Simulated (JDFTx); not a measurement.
**RbBr under changes of volume**

One of the cells (40.248 Å³/atom); the others are scaled copies at fixed shape and fractional positions:

```xyz
2
Lattice="0.0000 3.4270 3.4270 3.4270 0.0000 3.4270 3.4270 3.4270 0.0000" Properties=species:S:1:pos:R:3 pbc="T T T"
Rb    0.0000    0.0000    0.0000
Br    3.4270    3.4270    3.4270
```

| Property | Result |
| --- | --- |
| Program | JDFTx 1.7.0 (patched build) |
| Functional | PBEsol |
| Potentials or basis | PseudoDojo-SR-PBEsol-0.4.1-standard |
| Cutoff | 626 eV |
| Density cutoff | 5007 eV |
| k mesh | 7 × 7 × 7 |
| Occupations | fermi-dirac, width 0.05 eV |
| Spin | no spin polarisation |

| volume (Å³/atom) | energy over the lowest point (meV/atom) | pressure (GPa) | gap on the mesh (eV) |
| --- | --- | --- | --- |
| 37.833 | ? | ? | ? |
| 38.638 | 2.38 | 0.5 | 4.31 |
| 39.443 | 0.42 | 0.2 | 4.26 |
| 40.248 | 0.00 | -0.1 | 4.21 |
| 41.053 | 0.95 | -0.3 | 4.17 |
| 41.858 | 3.11 | -0.5 | 4.13 |
| 42.663 | 6.33 | -0.7 | 4.09 |

**Question.** What does the run at 37.833 Å³/atom give?

**Answer.** Energy over the lowest point 6.10 meV/atom; pressure 0.9 GPa; gap on the mesh 4.36 eV.

Worked out: A Birch-Murnaghan fit of order 3 (a polynomial in V^(-2/3)) to the other rows has its minimum at 40.08 Å³/atom with B0 = V·E''(V) = 13.9 GPa and B' = 5.2. It gives 6.09 meV/atom at 37.833 Å³/atom, against the run's 6.10, and -dE/dV = 0.9 GPa, against 0.9. A straight line through the other rows of the gap, of slope -2.21 eV per unit of ln V (its deformation potential), extrapolates to 4.35 eV, against the run's 4.36.

Energies are extrapolated to zero smearing.

Caveats: an odd mesh through Γ misses points on the zone boundary, where band edges often lie (some runs). Spin-orbit coupling on Br, Rb is left out.
